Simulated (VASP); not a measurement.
# Al (Im-3m) in VASP: notebook, part 2 of 2

VASP 6.6.1. The steps go on from the part before.

### 4 Single point, PBEsol

Input file INCAR:

```
ADDGRID = F
ALGO = Normal
EDIFF = 1E-4
ENCUT = 400
GGA = PS
ISIF = 2
ISMEAR = 1
LASPH = T
LCHARG = F
LREAL = F
LWAVE = F
NELM = 100
PREC = Accurate
SIGMA = 0.15
```

Input file KPOINTS:

```
k-points
0
Gamma
  10 10 10
```

Input file POSCAR:

```
Al
1.0
   -1.5505220000      1.6151010000      1.5901740000
    1.5972310000     -1.6159030000      1.6376860000
    1.5218560000      1.5872370000     -1.5909760000
Al
1
Direct
   -0.0427450000     -0.0166940000     -0.0578530000
```

Potentials or basis: VASP PAW PBE potentials, release 64 (Al).

The run is started by

```sh
> cat potpaw_PBE.64/Al/POTCAR > POTCAR
> mpirun -np 1 vasp_std > vasp.out
```

OUTCAR:

```text
EDIFF = 1E-4
   ENCUT = 400
   GGA = PS
   ISIF = 2
   ISMEAR = 1
   LASPH = T
   LREAL = F
   NELM = 100
   PREC = Accurate

 Found    504 irreducible k-points:

 Following reciprocal coordinates:
            Coordinates               Weight
  0.000000  0.000000  0.000000      1.000000
  0.100000 -0.000000  0.000000      2.000000
  0.200000 -0.000000  0.000000      2.000000
  0.300000 -0.000000  0.000000      2.000000
  0.400000 -0.000000  0.000000      2.000000
  0.500000  0.000000 -0.000000      1.000000
   k-points           NKPTS =    504   k-points in BZ     NKDIM =    504   number of bands    NBANDS=      5
   number of dos      NEDOS =    301   number of ions     NIONS =      1
   total plane-waves  NPLWV =   5832
   dimension x,y,z NGX =    18 NGY =   18 NGZ =   18
   dimension x,y,z NGXF=    36 NGYF=   36 NGZF=   36
   ions per type =               1
   NGX,Y,Z   is equivalent  to a cutoff of  10.90, 10.68, 11.03 a.u.
   NGXF,Y,Z  is equivalent  to a cutoff of  21.79, 21.37, 22.05 a.u.
 SYSTEM =  unknown system
   PREC   = accura    normal or accurate (medium, high low for compatibility)
   ISTART =      0    job   : 0-new  1-cont  2-samecut
   ICHARG =      2    charge: 1-file 2-atom 10-const
   ISPIN  =      1    spin polarized calculation?
   LNONCOLLINEAR =      F non collinear calculations
   LSORBIT =      F    spin-orbit coupling
   LASPH  =      T    aspherical Exc in radial PAW
   ENCUT  =  400.0 eV  29.40 Ry    5.42 a.u.   4.48  4.57  4.43*2*pi/ulx,y,z
   NELM   =    100;   NELMIN=  2; NELMDL= -5     # of ELM steps
   EDIFF  = 0.1E-03   stopping-criterion for ELM
   LREAL  =      F    real-space projection
   EDIFFG = 0.1E-02   stopping-criterion for IOM
   NSW    =      0    number of steps for IOM
   IBRION =     -1    ionic relax: 0-MD 1-quasi-New 2-CG
   NFREE  =      0    steps in history (QN), initial steepest desc. (CG)
   ISIF   =      2    stress and relaxation
   ISYM   =      2    0-nonsym 1-usesym 2-fastsym
   POTIM  = 0.5000    time-step for ionic-motion
   TEBEG  =    0.0;   TEEND  =   0.0 temperature during run
   PSTRESS=    0.0 pullay stress
   NELECT =       3.0000    total number of electrons
   NUPDOWN=      -1.0000    fix difference up-down
   EMIN   =  10.00;   EMAX   =-10.00  energy-range for DOS
   EFERMI =   0.00;   METHOD = LEGACY
   ISMEAR =     1;   SIGMA  =   0.15  broadening in eV -4-tet -1-fermi 0-gaus
   EFERMI_NEDOS =   21; number of points for ismear=-14 and -15
   IALGO  =     38    algorithm
   IMIX   =      4    mixing-type and parameters
     AMIX     =   0.40;   BMIX     =  1.00
     AMIX_MAG =   1.60;   BMIX_MAG =  1.00
  volume/ion in A,a.u.               =      16.12       108.75
  Fermi-wavevector in a.u.,A,eV,Ry     =   0.934757  1.766435 11.888373  0.873771
  Thomas-Fermi vector in A             =   2.061595
   LORBIT       =      0    0 simple, 1 ext, 2 COOP (PROOUT), +10 PAW based schemes
   GGA     = PS    functional components
   LHFCALC =     F    Hartree Fock is set to
   AEXX    =    0.0000 exact exchange contribution
   IVDW    =     0    specifies the selected vdW correction
   LEPSILON=     F    determine dielectric tensor
   LRPA    =     F    only Hartree local field effects (RPA)
 non-spin polarized calculation
 Methfessel and Paxton  Order N= 1 SIGMA  =   0.15
  energy-cutoff  :      400.00
  volume of cell :       16.12
 maximum number of plane-waves:       311
 NGX is ok and might be reduce to    18
   NGX =  9   NGY =  9   NGZ =  9

 number of electron       3.0000000 magnetization

 Free energy of the ion-electron system (eV)
  ---------------------------------------------------
  ext. energy  EPLUGINS =         0.00000000
  ---------------------------------------------------
  free energy    TOTEN  =        -3.99615329 eV

  energy without entropy =       -3.99628997  energy(sigma->0) =       -3.99619885

 E-fermi :   8.1974     XC(G=0): -10.3458

 val. band max:        8.1908121913   @ k =   0.5000   0.2000   0.3000
 cond. band min:       8.2032898773   @ k =   0.0000   0.2000   0.5000
 fundamental gap:      0.0124776860
 Fermi energy:         8.1973685367

 k-point     1 :       0.0000    0.0000    0.0000
  band No.  band energies     occupation
      1      -3.0916      2.00000
      2      21.0478      0.00000
      3      21.6469      0.00000
      4      21.9527      0.00000
      5      22.7742      0.00000

 k-point     2 :       0.1000   -0.0000    0.0000
  band No.  band energies     occupation
      1      -2.8053      2.00000
      2      18.3278      0.00000
      3      20.2527      0.00000
      4      20.8046      0.00000
      5      22.5378      0.00000

 k-point     3 :       0.2000   -0.0000    0.0000
  band No.  band energies     occupation
      1      -1.9497      2.00000
      2      14.2300      0.00000
      3      18.7185      0.00000
      4      19.2120      0.00000
      5      21.1913      0.00000

 k-point     4 :       0.3000   -0.0000    0.0000
  band No.  band energies     occupation
      1      -0.5355      2.00000
      2      10.3572     -0.00000
      3      17.6056      0.00000
      4      17.9308      0.00000
      5      20.0388      0.00000

 k-point     5 :       0.4000   -0.0000    0.0000
  band No.  band energies     occupation
      1       1.4198      2.00000
      2       6.9053      2.00000
      3      16.9420      0.00000
      4      17.1275      0.00000
      5      19.3230      0.00000

 k-point     6 :       0.5000    0.0000   -0.0000
  band No.  band energies     occupation
      1       3.6958      2.00000
      2       4.1283      2.00000
      3      16.7247      0.00000
      4      16.8522      0.00000
      5      19.0823      0.00000

 [... further k-points ...]

------------------------ aborting loop because EDIFF is reached ----------------------------------------

  FORCE on cell =-STRESS in cart. coord.  units (eV):
  Direction    XX          YY          ZZ          XY          YZ          ZX
  --------------------------------------------------------------------------------------
  -------------------------------------------------------------------------------------
  Total        0.3406820      0.2276972      0.2826890      0.1638389      0.0005897     -0.2741367
  in kB       33.8696212     22.6369983     28.1041232     16.2883876      0.0586230    -27.2538749
  external PRESSURE =      28.2035809 kB  Pullay stress =       0.0000000 kB

 VOLUME and BASIS-vectors are now :
 -----------------------------------------------------------------------------
  energy-cutoff  :      400.00
  volume of cell :       16.12
      direct lattice vectors                 reciprocal lattice vectors
    -1.550522000  1.615101000  1.590174000    -0.001770503  0.312333611  0.309906003
     1.597231000 -1.615903000  1.637686000     0.316062363  0.002905701  0.305229896
     1.521856000  1.587237000 -1.590976000     0.323572133  0.315167177 -0.004603969

 POSITION                                       TOTAL-FORCE (eV/Angst)
 -----------------------------------------------------------------------------------
      1.52013      1.45255      1.63362         0.000000      0.000000      0.000000
 -----------------------------------------------------------------------------------
    total drift:                                0.000001      0.000001      0.000002

  FREE ENERGIE OF THE ION-ELECTRON SYSTEM (eV)
  ---------------------------------------------------
  free  energy   TOTEN  =        -3.9961532854 eV

  energy  without entropy=       -3.9962899698  energy(sigma->0) =       -3.99619885
```

stdout:

```text
POSCAR found type information on POSCAR Al
 POSCAR found :  1 types and       1 ions
 scaLAPACK will be used
 -----------------------------------------------------------------------------
|                                                                             |
|                                                                             |
|     You enforced a specific xc type in the INCAR file but a different       |
|     I HOPE YOU KNOW WHAT YOU ARE DOING!                                     |
|                                                                             |
 -----------------------------------------------------------------------------

 LDA part: xc-table for (Slater+PW92), standard interpolation
 POSCAR, INCAR and KPOINTS ok, starting setup
 FFT: planning ... GRIDC
 FFT: planning ... GRID_SOFT
 FFT: planning ... GRID
 WAVECAR not read
 entering main loop
```

It took 19 s on 1 thread of Intel Xeon Platinum 8375C at 2.90GHz (Ice Lake), shared host; peak memory 0.13 GiB.

The run converged, but some of its settings lie outside the range that counts as converged, so its numbers aren't taken as properties of the crystal.

What came out:

* Free energy: -3.9962 eV
* Pressure: 2.8 GPa
* Band gap on the k mesh: none (metal or under the smearing width)

Caveat: the PAW data sets were made with another functional, which shifts forces and pressure a little.

### 5 Single point, PBEsol

Changes to INCAR since step 4:

```diff
@@ -2,3 +2,3 @@
 ALGO = Normal
-EDIFF = 1E-4
+EDIFF = 1E-5
 ENCUT = 400
```

KPOINTS is that of step 4.

Input file POSCAR:

```
Al
1.0
   -1.5912186900      1.5912186900      1.5912186900
    1.5912186900     -1.5912186900      1.5912186900
    1.5912186900      1.5912186900     -1.5912186900
Al
1
Direct
    0.0000000000      0.0000000000      0.0000000000
```

Potentials or basis: VASP PAW PBE potentials, release 64 (Al).

The run is started by

```sh
> cat potpaw_PBE.64/Al/POTCAR > POTCAR
> mpirun -np 1 vasp_std > vasp.out
```

OUTCAR:

```text
EDIFF = 1E-5
   ENCUT = 400
   GGA = PS
   ISIF = 2
   ISMEAR = 1
   LASPH = T
   LREAL = F
   NELM = 100
   PREC = Accurate

 Found     47 irreducible k-points:

 Following reciprocal coordinates:
            Coordinates               Weight
  0.000000  0.000000  0.000000      1.000000
  0.100000  0.000000  0.000000     12.000000
  0.200000  0.000000  0.000000     12.000000
  0.300000  0.000000  0.000000     12.000000
  0.400000  0.000000  0.000000     12.000000
  0.500000  0.000000  0.000000      6.000000
   k-points           NKPTS =     47   k-points in BZ     NKDIM =     47   number of bands    NBANDS=      5
   number of dos      NEDOS =    301   number of ions     NIONS =      1
   total plane-waves  NPLWV =   5832
   dimension x,y,z NGX =    18 NGY =   18 NGZ =   18
   dimension x,y,z NGXF=    36 NGYF=   36 NGZF=   36
   ions per type =               1
   NGX,Y,Z   is equivalent  to a cutoff of  10.86, 10.86, 10.86 a.u.
   NGXF,Y,Z  is equivalent  to a cutoff of  21.72, 21.72, 21.72 a.u.
 SYSTEM =  unknown system
   PREC   = accura    normal or accurate (medium, high low for compatibility)
   ISTART =      0    job   : 0-new  1-cont  2-samecut
   ICHARG =      2    charge: 1-file 2-atom 10-const
   ISPIN  =      1    spin polarized calculation?
   LNONCOLLINEAR =      F non collinear calculations
   LSORBIT =      F    spin-orbit coupling
   LASPH  =      T    aspherical Exc in radial PAW
   ENCUT  =  400.0 eV  29.40 Ry    5.42 a.u.   4.49  4.49  4.49*2*pi/ulx,y,z
   NELM   =    100;   NELMIN=  2; NELMDL= -5     # of ELM steps
   EDIFF  = 0.1E-04   stopping-criterion for ELM
   LREAL  =      F    real-space projection
   EDIFFG = 0.1E-03   stopping-criterion for IOM
   NSW    =      0    number of steps for IOM
   IBRION =     -1    ionic relax: 0-MD 1-quasi-New 2-CG
   NFREE  =      0    steps in history (QN), initial steepest desc. (CG)
   ISIF   =      2    stress and relaxation
   ISYM   =      2    0-nonsym 1-usesym 2-fastsym
   POTIM  = 0.5000    time-step for ionic-motion
   TEBEG  =    0.0;   TEEND  =   0.0 temperature during run
   PSTRESS=    0.0 pullay stress
   NELECT =       3.0000    total number of electrons
   NUPDOWN=      -1.0000    fix difference up-down
   EMIN   =  10.00;   EMAX   =-10.00  energy-range for DOS
   EFERMI =   0.00;   METHOD = LEGACY
   ISMEAR =     1;   SIGMA  =   0.15  broadening in eV -4-tet -1-fermi 0-gaus
   EFERMI_NEDOS =   21; number of points for ismear=-14 and -15
   IALGO  =     38    algorithm
   IMIX   =      4    mixing-type and parameters
     AMIX     =   0.40;   BMIX     =  1.00
     AMIX_MAG =   1.60;   BMIX_MAG =  1.00
  volume/ion in A,a.u.               =      16.12       108.75
  Fermi-wavevector in a.u.,A,eV,Ry     =   0.934757  1.766435 11.888371  0.873771
  Thomas-Fermi vector in A             =   2.061595
   LORBIT       =      0    0 simple, 1 ext, 2 COOP (PROOUT), +10 PAW based schemes
   GGA     = PS    functional components
   LHFCALC =     F    Hartree Fock is set to
   AEXX    =    0.0000 exact exchange contribution
   IVDW    =     0    specifies the selected vdW correction
   LEPSILON=     F    determine dielectric tensor
   LRPA    =     F    only Hartree local field effects (RPA)
 non-spin polarized calculation
 Methfessel and Paxton  Order N= 1 SIGMA  =   0.15
  energy-cutoff  :      400.00
  volume of cell :       16.12
 maximum number of plane-waves:       321
 NGX is ok and might be reduce to    18
   NGX =  9   NGY =  9   NGZ =  9

 number of electron       3.0000000 magnetization

 Free energy of the ion-electron system (eV)
  ---------------------------------------------------
  ext. energy  EPLUGINS =         0.00000000
  ---------------------------------------------------
  free energy    TOTEN  =        -4.00392319 eV

  energy without entropy =       -4.00349153  energy(sigma->0) =       -4.00377930

 E-fermi :   8.1626     XC(G=0): -10.3463

 val. band max:        8.1143605990   @ k =   0.5000   0.5000   0.4000
 cond. band min:       8.1797824242   @ k =  -0.4000   0.4000   0.2000
 fundamental gap:      0.0654218251
 Fermi energy:         8.1626126485

 k-point     1 :       0.0000    0.0000    0.0000
  band No.  band energies     occupation
      1      -3.0909      2.00000
      2      21.5874      0.00000
      3      21.5874      0.00000
      4      21.5874      0.00000
      5      23.2300      0.00000

 k-point     2 :       0.1000    0.0000    0.0000
  band No.  band energies     occupation
      1      -2.7988      2.00000
      2      18.7587      0.00000
      3      20.1502      0.00000
      4      20.5599      0.00000
      5      22.1296      0.00000

 k-point     3 :       0.2000    0.0000    0.0000
  band No.  band energies     occupation
      1      -1.9261      2.00000
      2      14.5794      0.00000
      3      18.5820      0.00000
      4      18.9267      0.00000
      5      20.5506      0.00000

 k-point     4 :       0.3000    0.0000    0.0000
  band No.  band energies     occupation
      1      -0.4839      2.00000
      2      10.6296     -0.00000
      3      17.4453      0.00000
      4      17.6094      0.00000
      5      19.3299      0.00000

 k-point     5 :       0.4000    0.0000    0.0000
  band No.  band energies     occupation
      1       1.5089      2.00000
      2       7.1108      2.00000
      3      16.7639      0.00000
      4      16.7900      0.00000
      5      18.5830      0.00000

 k-point     6 :       0.5000    0.0000    0.0000
  band No.  band energies     occupation
      1       3.7926      2.00000
      2       4.3163      2.00000
      3      16.5132      0.00000
      4      16.5372      0.00000
      5      18.3325      0.00000

 [... further k-points ...]

------------------------ aborting loop because EDIFF is reached ----------------------------------------

  FORCE on cell =-STRESS in cart. coord.  units (eV):
  Direction    XX          YY          ZZ          XY          YZ          ZX
  --------------------------------------------------------------------------------------
  -------------------------------------------------------------------------------------
  Total        0.2824569      0.2824569      0.2824569      0.0000000     -0.0000000     -0.0000000
  in kB       28.0810370     28.0810370     28.0810370      0.0000000     -0.0000000     -0.0000000
  external PRESSURE =      28.0810370 kB  Pullay stress =       0.0000000 kB

 VOLUME and BASIS-vectors are now :
 -----------------------------------------------------------------------------
  energy-cutoff  :      400.00
  volume of cell :       16.12
      direct lattice vectors                 reciprocal lattice vectors
    -1.591218690  1.591218690  1.591218690     0.000000000  0.314224565  0.314224565
     1.591218690 -1.591218690  1.591218690     0.314224565  0.000000000  0.314224565
     1.591218690  1.591218690 -1.591218690     0.314224565  0.314224565  0.000000000

 POSITION                                       TOTAL-FORCE (eV/Angst)
 -----------------------------------------------------------------------------------
      0.00000      0.00000      0.00000         0.000000      0.000000      0.000000
 -----------------------------------------------------------------------------------
    total drift:                                0.000000     -0.000000     -0.000000

  FREE ENERGIE OF THE ION-ELECTRON SYSTEM (eV)
  ---------------------------------------------------
  free  energy   TOTEN  =        -4.0039231868 eV

  energy  without entropy=       -4.0034915330  energy(sigma->0) =       -4.00377930
```

OSZICAR:

```text
N       E                     dE             d eps       ncg     rms          rms(c)
DAV:   1    -0.256206872423E+01   -0.25621E+01   -0.81201E+02   535   0.259E+02
DAV:   2    -0.402519390076E+01   -0.14631E+01   -0.13704E+01   670   0.284E+01
DAV:   3    -0.403299316978E+01   -0.77993E-02   -0.77955E-02   650   0.236E+00
DAV:   4    -0.403300228110E+01   -0.91113E-05   -0.91119E-05   695   0.665E-02
DAV:   5    -0.403300230611E+01   -0.25009E-07   -0.24651E-07   670   0.226E-03    0.137E+00
DAV:   6    -0.401546697977E+01    0.17535E-01   -0.24729E-03   600   0.314E-01    0.772E-01
DAV:   7    -0.400393876235E+01    0.11528E-01   -0.66306E-03   585   0.497E-01    0.168E-01
DAV:   8    -0.400392380640E+01    0.14956E-04   -0.43192E-05   690   0.627E-02    0.127E-02
DAV:   9    -0.400392318677E+01    0.61963E-06   -0.29721E-07   430   0.386E-03
   1 F= -.40039232E+01 E0= -.40037793E+01  d E =-.431654E-03
```

It took 6 s on 1 thread of Intel Xeon Platinum 8375C at 2.90GHz (Ice Lake), shared host; peak memory 0.11 GiB.

The run converged, but some of its settings lie outside the range that counts as converged, so its numbers aren't taken as properties of the crystal.

Results:

```
Free energy            : -4.0039 eV
Pressure               : 2.8 GPa
Band gap on the k mesh : none (metal or under the smearing width)
```

Caveat: the PAW data sets were made with another functional, which shifts forces and pressure a little.

### 6 For comparison

An earlier run on the cell as given: functional PBEsol; potentials or basis VASP PAW PBE potentials, release 64 (Al); cutoff 520 eV; k mesh 12 × 12 × 12; occupations fermi-dirac, width 0.05 eV; no spin polarisation.

- Pressure: 2.3 GPa
- Band gap on the k mesh: none (metal or under the smearing width)
